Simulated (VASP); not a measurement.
# PtS2 in VASP: notebook, part 2 of 2

VASP 6.6.1. The steps go on from the part before.

## 3. Work function, PBE0

POSCAR

```
PtS2                                    
1.0
    3.5372035416      0.0000000000      0.0000000000
   -1.7686017708      3.0633081279      0.0000000000
    0.0000000000      0.0000000000     18.4600000000
  S               Pt            
     2     1
Direct
     0.3333330000000032    0.6666669999999968    0.4327637343215965
     0.6666669999999968    0.3333330000000032    0.5672362656784036
     0.0000000000000000    1.0000000000000000    0.5000000000000000
```

INCAR.step1

```
PREC = Accurate
ENCUT = 520
EDIFF = 1E-5
ISMEAR = 0
SIGMA = 0.03
LREAL = F
LASPH = T
NELM = 60
ALGO = Normal
ISIF = 2
LWAVE = T
LDIPOL = T
IDIPOL = 3
DIPOL = 0.5 0.5 0.500
GGA = PE
KPAR = 4
```

INCAR.step2

```
PREC = Accurate
ENCUT = 520
EDIFF = 1E-7
ISMEAR = 0
SIGMA = 0.03
LREAL = F
LASPH = T
NELM = 60
ALGO = Normal
ISIF = 2
LWAVE = F
LCHARG = T
LDIPOL = T
IDIPOL = 3
DIPOL = 0.5 0.5 0.500
GGA = PE
LHFCALC = T
AEXX = 0.25
PRECFOCK = Fast
LVHAR = T
LVACPOTAV = T
ISTART = 1
KPAR = 4
```

KPOINTS

```
regular mesh
0
Gamma
  6 6 1
```

Potentials or basis: VASP PAW PBE potentials, release 64 (S, Pt).

Launch:

```console
$ cat potpaw_PBE.64/S/POTCAR potpaw_PBE.64/Pt/POTCAR > POTCAR
$ cp INCAR.step1 INCAR
$ mpirun -np 4 vasp_std > vasp.out
$ cp INCAR.step2 INCAR
$ mpirun -np 4 vasp_std > vasp.out
```

OUTCAR:

```text
PREC = Accurate
   ENCUT = 520
   EDIFF = 1E-7
   ISMEAR = 0
   LREAL = F
   LASPH = T
   NELM = 60
   ISIF = 2
   GGA = PE
   LHFCALC = T
   AEXX = 0.25
   PRECFOCK = Fast
   ISTART = 1

 ion  position               nearest neighbor table
   1  0.333  0.667  0.433-   3 2.39   3 2.39   3 2.39
   2  0.667  0.333  0.567-   3 2.39   3 2.39   3 2.39
   3  0.000  0.000  0.500-   1 2.39   2 2.39   2 2.39   1 2.39   2 2.39   1 2.39

  LATTYP: Found a hexagonal cell.
 ALAT       =     3.5372035416
 C/A-ratio  =     5.2188119182

[... 312 lines left out ...]
  Direction    XX          YY          ZZ          XY          YZ          ZX
  --------------------------------------------------------------------------------------
  -------------------------------------------------------------------------------------
  Total       -1.0823756     -1.0823756     -0.9066604      0.0000000      0.0000000      0.0000000
  in kB       -8.6697416     -8.6697417     -7.2622764      0.0000000      0.0000000      0.0000000
  external PRESSURE =      -8.2005866 kB  Pullay stress =       0.0000000 kB

 VOLUME and BASIS-vectors are now :
 -----------------------------------------------------------------------------
  energy-cutoff  :      520.00
  volume of cell :      200.02
      direct lattice vectors                 reciprocal lattice vectors
     3.537203542  0.000000000  0.000000000     0.282709205  0.163222235  0.000000000
    -1.768601771  3.063308128  0.000000000     0.000000000  0.326444471  0.000000000
     0.000000000  0.000000000 18.460000000     0.000000000  0.000000000  0.054171181

 POSITION                                       TOTAL-FORCE (eV/Angst)
 -----------------------------------------------------------------------------------
     -0.00000      2.04221      7.98882         0.000000      0.000000      0.343206
      1.76860      1.02110     10.47118        -0.000000     -0.000000     -0.343206
      0.00000      0.00000      9.23000         0.000000      0.000000      0.000000
 -----------------------------------------------------------------------------------
    total drift:                                0.000000     -0.000000      0.000000

  FREE ENERGIE OF THE ION-ELECTRON SYSTEM (eV)
  ---------------------------------------------------
  free  energy   TOTEN  =       -20.3073889765 eV

  energy  without entropy=      -20.3073889765  energy(sigma->0) =      -20.30738898

 vacuum level on the upper side and lower side of the slab         3.348         3.348
```

OUTCAR.step1:

```text
PREC = Accurate
   ENCUT = 520
   EDIFF = 1E-5
   ISMEAR = 0
   LREAL = F
   LASPH = T
   NELM = 60
   ISIF = 2
[... 336 lines left out ...]
      1.76860      1.02110     10.47118        -0.000000      0.000000      0.062977
      0.00000      0.00000      9.23000         0.000000      0.000000      0.000000
 -----------------------------------------------------------------------------------
    total drift:                                0.000000      0.000000      0.000000

  FREE ENERGIE OF THE ION-ELECTRON SYSTEM (eV)
  ---------------------------------------------------
  free  energy   TOTEN  =       -15.4518342178 eV

  energy  without entropy=      -15.4518342178  energy(sigma->0) =      -15.45183422

 vacuum level on the upper side and lower side of the slab         3.073         3.073
```

OSZICAR.step1:

```text
N       E                     dE             d eps       ncg     rms          rms(c)
DAV:   1     0.172482642147E+03    0.17248E+03   -0.83047E+03   210   0.113E+03
DAV:   2     0.126333601475E+00   -0.17236E+03   -0.16566E+03   313   0.205E+02
DAV:   3    -0.165271292100E+02   -0.16653E+02   -0.16543E+02   294   0.775E+01
DAV:   4    -0.168187751778E+02   -0.29165E+00   -0.29115E+00   246   0.120E+01
DAV:   5    -0.168266903589E+02   -0.79152E-02   -0.79145E-02   309   0.186E+00    0.177E+01
DAV:   6    -0.156951537813E+02    0.11315E+01   -0.79737E+00   259   0.284E+01    0.115E+01
DAV:   7    -0.155090720886E+02    0.18608E+00   -0.20268E+00   266   0.154E+01    0.462E+00
DAV:   8    -0.154570844417E+02    0.51988E-01   -0.13408E-01   280   0.385E+00    0.105E+00
DAV:   9    -0.154513835216E+02    0.57009E-02   -0.31076E-02   273   0.174E+00    0.249E-01
DAV:  10    -0.154516445144E+02   -0.26099E-03   -0.22563E-03   287   0.372E-01    0.258E-01
DAV:  11    -0.154518676529E+02   -0.22314E-03   -0.74086E-04   273   0.261E-01    0.210E-01
DAV:  12    -0.154525798614E+02   -0.71221E-03   -0.23672E-03   280   0.311E-01    0.655E-01
DAV:  13    -0.154519263317E+02    0.65353E-03   -0.11239E-03   273   0.185E-01    0.262E-01
DAV:  14    -0.154518772909E+02    0.49041E-04   -0.68260E-05   287   0.508E-02    0.185E-01
DAV:  15    -0.154518421402E+02    0.35151E-04   -0.45295E-05   280   0.360E-02    0.100E-01
DAV:  16    -0.154518342178E+02    0.79224E-05   -0.35612E-05   263   0.322E-02
   1 F= -.15451834E+02 E0= -.15451834E+02  d E =-.634046E-22
```

Run time: 2.6 min. Hardware: 4 MPI ranks of Intel Xeon Platinum 8559C (Emerald Rapids), shared host; peak memory 0.32 GiB.

Results:

| Item | Value |
| --- | --- |
| Free energy | -20.3074 eV |
| Largest force | 0.343 eV/Å |
| Band gap on the k mesh | 3.64 eV, indirect (least direct gap 3.71 eV) |
| Ionisation potential of the upper face | 7.40 eV |

Forces on the atoms (eV/Å):
```
S    0.000  0.000  0.343
S    0.000  0.000 -0.343
Pt   0.000  0.000  0.000
```

Levels at points of the mesh, in eV from the valence-band top:
```csv
k point,band 7,band 8,band 9,band 10,band 11,band 12,band 13,band 14,band 15
"(0.00, 0.00, 0.00)",-3.56,-1.20,-0.61,-0.06,-0.06,4.93,4.93,7.00,7.37
"(0.50, 0.00, 0.00)",-2.89,-2.70,-2.09,-2.04,-1.49,4.63,4.74,7.45,8.64
```

Caveat: the PAW data sets were made with another functional, which shifts forces and pressure a little; spin-orbit coupling is left out, which moves the levels of the heavy elements.
